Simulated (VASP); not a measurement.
# NbP (P1) in VASP: notebook

The runs below take NbP through single point, molecular dynamics, with PBE.

Program: VASP 6.6.1. These are calculated values, not measurements. Logs are shortened: lines on timing, memory, paths and dates and some standing lists are left out, and cuts for length are marked.

### Step 1. Starting point

The typed cell holds 4 atoms: a = 3.400 Å, b = 3.430 Å, c = 6.340 Å, α = 74.24°, β = 74.59°, γ = 90.84°.

The cell was built by a generator and needn't be a form met in nature.

### Step 2. Single point, PBE

INCAR

```
SYSTEM = NbP
PREC = Accurate ; ENCUT = 520
EDIFF = 1E-6 ; ISMEAR = 0
SIGMA = 0.1 ; LREAL = .False.
LASPH = .True. ; NELM = 80
ALGO = Fast ; ISIF = 2
LWAVE = .False. ; LCHARG = .True.
GGA = PE ; LELF = .True.
LVHAR = .True. ; NBANDS = 26
```

KPOINTS

```
Automatic mesh
0
Gamma
  4 4 3
  0 0 0
```

POSCAR

```
NbP
1.0
   -0.0249810000      3.4003030000     -0.0028610000
    3.4296190000     -0.0249810000     -0.0093040000
    1.7182400000      1.6925560000     -5.8635530000
Nb P
2 2
Direct
   -0.0001667740      0.0566036962      0.0069546291
    0.7705914897      0.2691663004      0.4780719155
    0.4928660534      0.5087650737      0.9952648778
    0.2585465229      0.7682730328      0.4948703092
```

Potentials or basis: VASP PAW PBE potentials, release 64 (Nb_sv, P).

The run is started by

```sh
cat potpaw_PBE.64/Nb_sv/POTCAR potpaw_PBE.64/P/POTCAR > POTCAR
mpirun -np 1 vasp_std > vasp.out
```

OUTCAR:

```text
SYSTEM = NbP
   PREC = Accurate
   ENCUT = 520
   EDIFF = 1E-6
   ISMEAR = 0
   LREAL = .False.
   LASPH = .True.
   NELM = 80
   ISIF = 2
   GGA = PE

 ion  position               nearest neighbor table
   1  1.000  0.057  0.007-   3 2.24   3 2.34   3 2.54   3 2.56
   2  0.771  0.269  0.478-   4 2.39   4 2.41   4 2.41   4 2.46
   3  0.493  0.509  0.995-   1 2.24   1 2.34   1 2.54   1 2.56
   4  0.259  0.768  0.495-   2 2.39   2 2.41   2 2.41   2 2.46

  LATTYP: Found a triclinic cell.
 ALAT       =     3.4003959663
 B/A-ratio  =     1.4098993146
 C/A-ratio  =     1.8634536618
 COS(alpha) =     0.0013770083
 COS(beta)  =     0.2738094656
 COS(gamma) =     0.6988061929

  Lattice vectors:

 A1 = (  -0.0249810000,   3.4003030000,  -0.0028610000)
 A2 = (   3.4046380000,   3.3753220000,  -0.0121650000)
 A3 = (  -1.7113790000,   1.7175370000,  -5.8542490000)

Analysis of symmetry for initial positions (statically):
=====================================================================
 Subroutine PRICEL returns:
 Original cell was already a primitive cell.

 Routine SETGRP: Setting up the symmetry group for a
 triclinic supercell.

 Subroutine GETGRP returns: Found  1 space group operations
 (whereof  1 operations were pure point group operations)
 out of a pool of  2 trial point group operations.

The static configuration has the point symmetry C_1 .

Analysis of symmetry for dynamics (positions and initial velocities):
=====================================================================
 Subroutine PRICEL returns:
 Original cell was already a primitive cell.

 Routine SETGRP: Setting up the symmetry group for a
 triclinic supercell.

 Subroutine GETGRP returns: Found  1 space group operations
 (whereof  1 operations were pure point group operations)
 out of a pool of  2 trial point group operations.

The dynamic configuration has the point symmetry C_1 .

 Subroutine INISYM returns: Found  1 space group operations
 (whereof  1 operations are pure point group operations),
 and found     1 'primitive' translations

----------------------------------------------------------------------------------------

                                     Primitive cell

  volume of cell :      68.3041

[... 91 lines left out ...]
   NELM   =     80;   NELMIN=  2; NELMDL= -5     # of ELM steps
   EDIFF  = 0.1E-05   stopping-criterion for ELM
   LREAL  =      F    real-space projection
   EDIFFG = 0.1E-04   stopping-criterion for IOM
   NSW    =      0    number of steps for IOM
   IBRION =     -1    ionic relax: 0-MD 1-quasi-New 2-CG
   NFREE  =      0    steps in history (QN), initial steepest desc. (CG)
   ISIF   =      2    stress and relaxation
   ISYM   =      2    0-nonsym 1-usesym 2-fastsym
   POTIM  = 0.5000    time-step for ionic-motion
   TEBEG  =    0.0;   TEEND  =   0.0 temperature during run
   PSTRESS=    0.0 pullay stress
   NELECT =      36.0000    total number of electrons
   NUPDOWN=      -1.0000    fix difference up-down
   EMIN   =  10.00;   EMAX   =-10.00  energy-range for DOS
   EFERMI =   0.00;   METHOD = LEGACY
   ISMEAR =     0;   SIGMA  =   0.10  broadening in eV -4-tet -1-fermi 0-gaus
   EFERMI_NEDOS =   21; number of points for ismear=-14 and -15
   IALGO  =     68    algorithm
   IMIX   =      4    mixing-type and parameters
     AMIX     =   0.40;   BMIX     =  1.00
     AMIX_MAG =   1.60;   BMIX_MAG =  1.00
  volume/ion in A,a.u.               =      17.08       115.23
  Fermi-wavevector in a.u.,A,eV,Ry     =   1.322392  2.498958 23.792770  1.748719
  Thomas-Fermi vector in A             =   2.452076
   LORBIT       =      0    0 simple, 1 ext, 2 COOP (PROOUT), +10 PAW based schemes
   GGA     = PE    functional components
   LHFCALC =     F    Hartree Fock is set to
   AEXX    =    0.0000 exact exchange contribution
   IVDW    =     0    specifies the selected vdW correction
   LEPSILON=     F    determine dielectric tensor
   LRPA    =     F    only Hartree local field effects (RPA)
 non-spin polarized calculation
 RMM-DIIS sequential band-by-band and
 Gauss-broadening in eV      SIGMA  =   0.10
  energy-cutoff  :      520.00
  volume of cell :       68.30
 maximum number of plane-waves:      1856
 NGX is ok and might be reduce to    28
   NGX = 13   NGY = 13   NGZ = 23

 number of electron      36.0000001 magnetization

 Free energy of the ion-electron system (eV)
  ---------------------------------------------------
  ext. energy  EPLUGINS =         0.00000000
  ---------------------------------------------------
  free energy    TOTEN  =       -32.10378347 eV

  energy without entropy =      -32.08907250  energy(sigma->0) =      -32.09642798

 E-fermi :   9.9994     XC(G=0): -11.6413

 val. band max:        9.9581848287   @ k =  -0.0000   0.2500   0.3333
 cond. band min:      10.0056048768   @ k =   0.2500   0.0000   0.0000
 fundamental gap:      0.0474200481
 Fermi energy:         9.9994142471

 k-point     1 :       0.0000    0.0000    0.0000
  band No.  band energies     occupation
      1     -45.0402      2.00000
      2     -45.0064      2.00000
      3     -21.1992      2.00000
      4     -21.1651      2.00000
      5     -21.1468      2.00000
      6     -21.1277      2.00000
[... 685 lines left out ...]
     25      13.4923      0.00000
     26      13.9714      0.00000

 [... further k-points ...]

------------------------ aborting loop because EDIFF is reached ----------------------------------------

  FORCE on cell =-STRESS in cart. coord.  units (eV):
  Direction    XX          YY          ZZ          XY          YZ          ZX
  --------------------------------------------------------------------------------------
  -------------------------------------------------------------------------------------
  Total        5.7746696      7.4329725     -5.6025488      2.3436612     -0.1187397      0.3897110
  in kB      135.4537025    174.3517333   -131.4163468     54.9741562     -2.7852205      9.1412680
  external PRESSURE =      59.4630297 kB  Pullay stress =       0.0000000 kB

 VOLUME and BASIS-vectors are now :
 -----------------------------------------------------------------------------
  energy-cutoff  :      520.00
  volume of cell :       68.30
      direct lattice vectors                 reciprocal lattice vectors
    -0.024981000  3.400303000 -0.002861000     0.002375039  0.294180922  0.085613377
     3.429619000 -0.024981000 -0.009304000     0.291827450  0.002216460  0.086156138
     1.718240000  1.692556000 -5.863553000    -0.000464216 -0.000147056 -0.170723542

 POSITION                                       TOTAL-FORCE (eV/Angst)
 -----------------------------------------------------------------------------------
      0.18110      3.41009     -0.04417        -2.529031     -1.012288      0.386560
      1.72533      3.42268     -2.80791         0.902821     -0.181728     -0.196860
      3.44266      3.34773     -5.84193         2.169177      1.043552     -0.138423
      3.47873      1.69754     -2.90959        -0.542966      0.150464     -0.051278
 -----------------------------------------------------------------------------------
    total drift:                                0.002863      0.000611     -0.000121

  FREE ENERGIE OF THE ION-ELECTRON SYSTEM (eV)
  ---------------------------------------------------
  free  energy   TOTEN  =       -32.1037834698 eV

  energy  without entropy=      -32.0890725001  energy(sigma->0) =      -32.09642798
```

stdout:

```text
POSCAR found type information on POSCAR NbP
 POSCAR found :  2 types and       4 ions
 scaLAPACK will be used
 LDA part: xc-table for (Slater+PW92), standard interpolation
 POSCAR, INCAR and KPOINTS ok, starting setup
 FFT: planning ... GRIDC
 FFT: planning ... GRID_SOFT
 FFT: planning ... GRID
 WAVECAR not read
 entering main loop
WARNING in EDDRMM: call to ZHEGV failed, returncode =   6  3     22
```

It took 69 s on 1 thread of Intel Xeon Platinum 8559C (Emerald Rapids), shared host; peak memory 0.19 GiB.

Results:

```yaml
Free_energy: -32.1038 eV
Pressure: 5.9 GPa
Largest_force: 2.751 eV/Å
Band_gap_on_the_k_mesh: none (metal or under the smearing width)
```

Forces in eV/Å, atoms in the order of the input:
```
Nb  -2.529 -1.012  0.387
Nb   0.903 -0.182 -0.197
P    2.169  1.044 -0.138
P   -0.543  0.150 -0.051
```

Caveat: the k mesh is coarse (spacing up to 0.48 Å⁻¹), so the values aren't converged; forces of over 1 eV/Å show positions far from the minimum, so gaps and moduli don't describe the material at rest.

### Step 3. Single point, PBE

INCAR

```
SYSTEM = NbP
PREC     = Accurate       ! precision mode
ENCUT    = 520            ! plane-wave cutoff, eV
EDIFF    = 1E-6           ! SCF threshold, eV
ISMEAR   = 0              ! smearing method
SIGMA    = 0.1            ! smearing width, eV
LREAL    = .FALSE.        ! projectors in reciprocal space
LASPH    = .TRUE.         ! aspherical terms in the spheres
NELM     = 80             ! most SCF steps
ALGO     = Normal         ! electronic algorithm
ISIF     = 2              ! what is computed and relaxed
LWAVE    = .FALSE.        ! write WAVECAR
LCHARG   = .FALSE.        ! write CHGCAR
GGA      = PE             ! functional
NBANDS   = 26             ! bands
```

KPOINTS

```
Automatic mesh
0
G
  4 4 3
  0 0 0
```

POSCAR

```
NbP
1.0
   -0.0249810000      3.4003030000     -0.0028610000
    3.4296190000     -0.0249810000     -0.0093040000
    1.7182400000      1.6925560000     -5.8635530000
Nb P
2 2
Direct
   -0.0034410086      0.0593487410      0.0041818781
    0.7774871600      0.2650666842      0.4744183994
    0.4999611924      0.5284464229      1.0009367947
    0.2405883928      0.7526549897      0.5084739533
```

Potentials or basis: VASP PAW PBE potentials, release 64 (Nb_sv, P).

The run is started by

```sh
cat potpaw_PBE.64/Nb_sv/POTCAR potpaw_PBE.64/P/POTCAR > POTCAR
mpirun -np 1 vasp_std > vasp.out
```

Run time: 32 s. Hardware: 1 thread of Intel Xeon Platinum 8559C (Emerald Rapids), shared host; peak memory 0.2 GiB.

It converged, with:

```yaml
Free_energy: -32.2654 eV
Pressure: 4.6 GPa
Largest_force: 1.967 eV/Å
Band_gap_on_the_k_mesh: none (metal or under the smearing width)
```

Forces in eV/Å, atoms in the order of the input:
```
Nb  -1.728  0.132  0.929
Nb   0.710 -0.899  0.263
P    1.358  0.001 -0.674
P   -0.340  0.766 -0.518
```

Stress tensor (GPa, compression positive):
```
 13.04   3.68   0.39
  3.68  14.27   0.05
  0.39   0.05 -13.55
```

Levels at points of the mesh, in eV from the Fermi level:
```csv
k point,band 14,band 15,band 16,band 17,band 18,band 19,band 20,band 21,band 22,band 23
"(0.00, 0.00, 0.00)",-1.54,-1.20,-0.99,-0.64,-0.54,-0.16,0.15,0.66,0.88,1.10
"(0.50, 0.00, 0.00)",-4.44,-4.00,-2.40,-0.25,0.49,1.54,1.93,2.25,2.47,2.64
"(0.00, 0.50, 0.00)",-4.32,-3.99,-2.79,-0.42,0.90,1.49,1.88,2.05,2.78,2.98
"(0.50, 0.50, 0.00)",-3.35,-2.49,-2.06,-1.62,-1.47,0.87,1.23,1.67,1.90,2.64
```

Caveat: the k mesh is coarse (spacing up to 0.48 Å⁻¹), so the values aren't converged; forces of over 1 eV/Å show positions far from the minimum, so gaps and moduli don't describe the material at rest.

### Step 4. Single point, PBE

INCAR

```
SYSTEM = NbP
ALGO = Normal
EDIFF = 1E-6
ENCUT = 520
GGA = PE
ISIF = 2
ISMEAR = 0
LASPH = .TRUE.
LCHARG = .FALSE.
LREAL = .FALSE.
LWAVE = .FALSE.
NBANDS = 26
NELM = 80
PREC = Accurate
SIGMA = 0.1
```

KPOINTS

```
k-points
0
G
  4 4 3
  0 0 0
```

POSCAR

```
NbP
1.0
   -0.0249810000      3.4003030000     -0.0028610000
    3.4296190000     -0.0249810000     -0.0093040000
    1.7182400000      1.6925560000     -5.8635530000
Nb P
2 2
Direct
   -0.0056549841      0.0579022320     -0.0002327161
    0.7820012299      0.2632429566      0.4702999158
    0.5057094908      0.5581031997      1.0101352496
    0.2279415358      0.7328066108      0.5248706418
```

The run is started by

```sh
cat potpaw_PBE.64/Nb_sv/POTCAR potpaw_PBE.64/P/POTCAR > POTCAR
mpirun -np 1 vasp_std > vasp.out
```

It took 32 s on 1 thread of Intel Xeon Platinum 8559C (Emerald Rapids), shared host; peak memory 0.2 GiB.

The run converged. Its results:

```yaml
Free_energy: -32.4702 eV
Pressure: 3.2 GPa
Largest_force: 1.755 eV/Å
Band_gap_on_the_k_mesh: none (metal or under the smearing width)
```

Forces in eV/Å, atoms in the order of the input:
```
Nb   0.045  0.949  1.476
Nb   0.232 -1.163  0.687
P   -0.390 -0.774 -1.185
P    0.113  0.987 -0.978
```

Stress tensor (GPa, compression positive):
```
 11.80   4.29  -0.44
  4.29  11.76   0.12
 -0.44   0.12 -13.87
```

Levels at points of the mesh, in eV from the Fermi level:
```csv
k point,band 14,band 15,band 16,band 17,band 18,band 19,band 20,band 21,band 22,band 23
"(0.00, 0.00, 0.00)",-1.71,-1.22,-1.12,-0.80,-0.50,-0.25,0.09,0.66,1.04,1.31
"(0.50, 0.00, 0.00)",-4.42,-3.99,-2.46,-0.28,0.41,1.41,1.78,2.24,2.40,2.47
"(0.00, 0.50, 0.00)",-4.28,-3.90,-2.65,-0.40,0.78,1.48,1.82,2.00,2.41,3.01
"(0.50, 0.50, 0.00)",-3.46,-2.46,-2.17,-1.63,-1.31,0.94,1.42,1.73,1.89,2.62
```

Caveat: the k mesh is coarse (spacing up to 0.48 Å⁻¹), so the values aren't converged; forces of over 1 eV/Å show positions far from the minimum, so gaps and moduli don't describe the material at rest.

(Continued in part 2 of 2.)
